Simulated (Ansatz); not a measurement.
Runs of Ansatz 0.2.0 on LiCl. It takes space group Fm-3m (No. 225, cubic). Conventional cell: a = 5.130 Å, b = 5.130 Å, c = 5.130 Å, α = 90.00°, β = 90.00°, γ = 90.00°. Cl (site symmetry m-3m) is surrounded by 6 Li at 2.56 Å. Li (site symmetry m-3m) is surrounded by 6 Cl at 2.56 Å. 

```tsv
task	level	potentials or basis	cell	k mesh	cutoff (eV)	smearing	basis error allowed	gap on the mesh (eV)	pressure (GPa)	relaxed volume (Å³/atom)
relaxation of cell and atoms	BLYP+D3(BJ)	all-electron LAPW, scalar-relativistic	relaxed	9 × 9 × 9	-	fermi-dirac 0.05 eV	0.001 eV/atom	6.99	0.0	(a)
band structure	BLYP	all-electron LAPW, scalar-relativistic	as given	9 × 9 × 9	161	fermi-dirac 0.05 eV	0.001 eV/atom	6.47	2.0	-
relaxation of cell and atoms	PBE+D4	all-electron LAPW, scalar-relativistic	relaxed	9 × 9 × 9	-	fermi-dirac 0.05 eV	0.001 eV/atom	6.47	0.0	16.47
elastic constants	LDA	all-electron LAPW, scalar-relativistic	as given	7 × 7 × 7	172	fermi-dirac 0.05 eV	0.001 eV/atom	5.99	(b)	-
Born charges and dielectric tensor	LDA	all-electron PAW datasets made for the crystal	as given	9 × 9 × 9	220	fixed	-	5.99	-	-
```

Alike in all rows: no spin polarisation.

Question: Fill in the values left out.

Answer: (a) 15.53; (b) -3.2.

Caveats: an odd mesh through Γ misses points on the zone boundary, where band edges often lie (some runs); the cell is more than 3 GPa from zero pressure, which shifts response properties (some runs); the program warned that the printed levels may be off, so bands, gaps and densities of states are rough (some runs).

The runs don't all hold the same shells in valence.
